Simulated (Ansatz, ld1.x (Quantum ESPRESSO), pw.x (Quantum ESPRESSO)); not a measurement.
pw.x on fcc N: one setting changed

Potential: norm-conserving Troullier–Martins (Kleinman–Bylander form), ld1.x (Quantum ESPRESSO) 7.5, PBE; core [He], reference 2s2 2p3; waves: 2s (bound): rc 0.95 bohr; 2p (bound): rc 1.85 bohr; local part: all-electron potential smoothed inside 0.95 bohr (lloc = -1); core correction: Bessel-smoothed model core inside 0.75 bohr.

The reference run (k-mesh 18³, cutoffs 170/680 Ry, Fermi–Dirac 0.01 Ry, mixing_beta 0.4, conv_thr 1e-9, no spin) gives 1.45 GPa at 7.602 Å³/atom, where all-electron LAPW gives 0.28 GPa. This run, with its own iteration cap, changes degauss to 0.02.

```
&control
  calculation='scf', prefix='x', pseudo_dir='./', outdir='./tmp', tstress=.true., disk_io='none'
/
&system
  ibrav=0, nat=1, ntyp=1, ecutwfc=170, ecutrho=680, nbnd=9,
  occupations='smearing', smearing='fd', degauss=0.02
/
&electrons
  conv_thr=1e-09, mixing_beta=0.4, electron_maxstep=60
/
ATOMIC_SPECIES
N 1.0 N.UPF
CELL_PARAMETERS angstrom
  0.00000000 1.56062762 1.56062762
  1.56062762 0.00000000 1.56062762
  1.56062762 1.56062762 0.00000000
ATOMIC_POSITIONS crystal
N 0.0000 0.0000 0.0000
K_POINTS automatic
18 18 18 0 0 0
```

```bash
pw.x < N.scf.in > N.scf.out
```

How does the run end?

It converges in 4 iterations; the free energy moves by -63.1 meV/atom and the pressure by +1.41 GPa. In a metal, with Fermi–Dirac smearing, F lies below its zero-width value by a term in the square of the width.

```
Message from routine setup:
     using ibrav=0 with symmetry is DISCOURAGED, use correct ibrav instead
     lattice parameter (alat)  =       4.1707  a.u.
     unit-cell volume          =      51.3008 (a.u.)^3
     number of electrons       =         5.00
     number of Kohn-Sham states=            9
     kinetic-energy cutoff     =     170.0000  Ry
     charge density cutoff     =     680.0000  Ry
     scf convergence threshold =      1.0E-09
     Exchange-correlation= PBE
     number of k points=   195  Fermi-Dirac smearing, width (Ry)=  0.0200
     iteration #  1     ecut=   170.00 Ry     beta= 0.40
     total energy              =     -19.80408411 Ry
     estimated scf accuracy    <       0.00028688 Ry
     iteration #  2     ecut=   170.00 Ry     beta= 0.40
     total energy              =     -19.80409799 Ry
     estimated scf accuracy    <       0.00006967 Ry
     iteration #  3     ecut=   170.00 Ry     beta= 0.40
     total energy              =     -19.80410784 Ry
     estimated scf accuracy    <       0.00000289 Ry
     iteration #  4     ecut=   170.00 Ry     beta= 0.40
     the Fermi energy is     8.2859 ev
!    total energy              =     -19.80410810 Ry
     estimated scf accuracy    <          7.9E-10 Ry
     smearing contrib. (-TS)   =      -0.01216329 Ry
     The total energy is F=E-TS. E is the sum of the following terms:
     one-electron contribution =       3.08433194 Ry
     hartree contribution      =       1.67297893 Ry
     xc contribution           =      -5.11633256 Ry
     ewald contribution        =     -19.43292312 Ry
     convergence has been achieved in   4 iterations
          total   stress  (Ry/bohr**3)                   (kbar)     P=       28.62
     Message from routine punch:
     Nothing written, as per user request (disk_io='none')
```

The run took about 26 s on one core of a shared host (Neoverse-V1, 32 threads, 247 GiB, load 10).
